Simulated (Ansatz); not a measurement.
# AlP (F-43m): how the settings move a single-point run

How sensitive is a single-point run of AlP (F-43m) to its settings? A reference run comes first, then five runs with altered input.

The COD entry's cell or inner coordinates are ideal or old and differ from later refinements, so a difference from it is no clean test against experiment.

Program: Ansatz 0.2.0. Level of theory: reference: DFT PBE, scalar-relativistic, plane waves, PAW. These are calculated values, not measurements.

1 further run of the same task is left out (it didn't finish). Runs told in other sessions of the task aren't counted.

## Step 1: The system as given

It takes space group F-43m (No. 216, cubic). The conventional cell has a = 5.508 Å, b = 5.508 Å, c = 5.508 Å, α = 90.00°, β = 90.00°, γ = 90.00°. Around Al (site symmetry -43m) lie 4 P at 2.38 Å. P (site symmetry -43m) has 4 Al at 2.38 Å in its first shell of neighbours.

Structure file:

```xyz
2
Lattice="0.0000 2.7539 2.7539 2.7539 0.0000 2.7539 2.7539 2.7539 0.0000" Properties=species:S:1:pos:R:3 pbc="T T T"
Al    0.0000    0.0000    0.0000
P     4.1308    4.1308    4.1308
```

## Step 2: Reference

input.yaml reads:

```yaml
crystal:
  lattice:
    - [0.0, 2.7538860243, 2.7538860243]
    - [2.7538860243, 0.0, 2.7538860243]
    - [2.7538860243, 2.7538860243, 0.0]
  atoms:
    - { symbol: Al, position: [0.0, 0.0, 0.0] }
    - { symbol: P, position: [0.75, 0.75, 0.75] }
basis:
  ecutwfc: 420
  ecutrho_ratio: 4
kpoints:
  mp_grid: { grid: [10, 10, 10] }
hamiltonian:
  xc: pbe
scf:
  occupations: { method: gaussian, width: 0.05 }
output:
  forces: true
  stress: true
  eigenvalues: true
```

Command:

```console
> ansatz run input.yaml --threads 2 --pin off --max-ram 2662MiB --backend cpu --events-out ev --progress --plain --runs-dir out
```

## Step 3: Changing settings: ecutwfc 250 eV, mp_grid.grid [15, 15, 15], occupations.width 0.1

Edit input.yaml of step 2 so:

```diff
@@ -9,6 +9,6 @@
 basis:
-  ecutwfc: 420
+  ecutwfc: "250 eV"
   ecutrho_ratio: 4
 kpoints:
-  mp_grid: { grid: [10, 10, 10] }
+  mp_grid: { grid: [15, 15, 15] }
 hamiltonian:
@@ -16,3 +16,3 @@
 scf:
-  occupations: { method: gaussian, width: 0.05 }
+  occupations: { method: gaussian, width: 0.1 }
 output:
@@ -20,2 +20 @@
   stress: true
-  eigenvalues: true
```

## Step 4: Changed: xc_grid 1, occupations.method fermi_dirac, occupations.width 0.001

Edit input.yaml of step 2 so:

```diff
@@ -11,2 +11,3 @@
   ecutrho_ratio: 4
+  xc_grid: 1
 kpoints:
@@ -16,3 +17,3 @@
 scf:
-  occupations: { method: gaussian, width: 0.05 }
+  occupations: { method: fermi_dirac, width: 0.001 }
 output:
@@ -20,2 +21 @@
   stress: true
-  eigenvalues: true
```

## Step 5: Variant: occupations.method fermi_dirac, occupations.width 0.3, dr2_threshold 1.0e-05

Edit input.yaml of step 2 so:

```diff
@@ -16,3 +16,4 @@
 scf:
-  occupations: { method: gaussian, width: 0.05 }
+  occupations: { method: fermi_dirac, width: 0.3 }
+  convergence: { dr2_threshold: 1.0e-05 }
 output:
@@ -20,2 +21 @@
   stress: true
-  eigenvalues: true
```

## Step 6: Variant: mp_grid.grid [8, 8, 8], dispersion d3bj, occupations.method fermi_dirac, occupations.width 0.1

Edit input.yaml of step 2 so:

```diff
@@ -12,7 +12,8 @@
 kpoints:
-  mp_grid: { grid: [10, 10, 10] }
+  mp_grid: { grid: [8, 8, 8] }
 hamiltonian:
   xc: pbe
+  dispersion: d3bj
 scf:
-  occupations: { method: gaussian, width: 0.05 }
+  occupations: { method: fermi_dirac, width: 0.1 }
 output:
@@ -20,2 +21 @@
   stress: true
-  eigenvalues: true
```

## Step 7: Changing settings: ecutwfc 58.8 Ry

Edit input.yaml of step 2 so:

```diff
@@ -9,3 +9,3 @@
 basis:
-  ecutwfc: 420
+  ecutwfc: "58.8 Ry"
   ecutrho_ratio: 4
@@ -20,2 +20,5 @@
   stress: true
-  eigenvalues: true
+  write_density: true
+  write_potential: true
+  elf: true
+  volumetric_format: npy
```

**Question.** What will these runs give? Wanted: for each run, ending; energy change; pressure; gap; force.

As calculated:

```tsv
run	ending	energy change	pressure (GPa)	gap (eV)	force (eV/Å)	cycles	time
reference	converged	0	0.0	1.63	0.00	6	0.86 s
1: ecutwfc 250 eV, mp_grid.grid [15, 15, 15], occupations.width 0.1	converged	+128.8 meV/atom (σ→0)	0.1	1.67	0.00	6	0.99 s
2: xc_grid 1, occupations.method fermi_dirac, occupations.width 0.001	converged	0.0 meV/atom (σ→0)	0.0	1.63	0.00	6	0.83 s
3: occupations.method fermi_dirac, occupations.width 0.3, dr2_threshold 1.0e-05	converged	+3.3 meV/atom (σ→0)	0.0	1.63	0.00	6	0.86 s
4: mp_grid.grid [8, 8, 8], dispersion d3bj, occupations.method fermi_dirac, occupations.width 0.1	converged	-299.0 meV/atom (σ→0) (dispersion and other settings together)	-2.5	1.63	0.00	6	0.57 s
5: ecutwfc 58.8 Ry	converged	-0.5 meV/atom	0.0	1.63	0.00	6	2.5 s
```

Times don't compare one to one where runs were asked for different outputs or read a saved state (see the inputs); cycles may leave out searches for a lower state.

Residual by cycle in the longest SCF loop of each run; runs are numbered as in the table. The quantity is the density residual dr2, in eV.

```tsv
cycle	reference	run 1	run 2	run 3	run 4	run 5
1	0.00133	0.00203	0.00132	0.00173	0.00127	0.00133
2	5.6e-5	2.1e-4	5.7e-5	7.1e-5	5.2e-5	5.6e-5
3	8.4e-6	1.4e-5	8.5e-6	1.1e-5	8.1e-6	8.5e-6
4	1.1e-7	2.9e-7	1.3e-7	2.8e-8	1.9e-8	1.5e-7
5	2.5e-8	7.3e-9	1.6e-8	3.6e-9	3.5e-10	1.0e-8
6	1.2e-9	3.4e-10	1.2e-10	2.8e-11	7.8e-12	4.0e-10
```

Run 1 ran under the cutoff that the potentials recommend, as the log warns, so basis error is mixed into its values.

The gaps are Kohn-Sham values of a semilocal functional, not quasiparticle or optical gaps. Such gaps usually fall short of the measured ones.
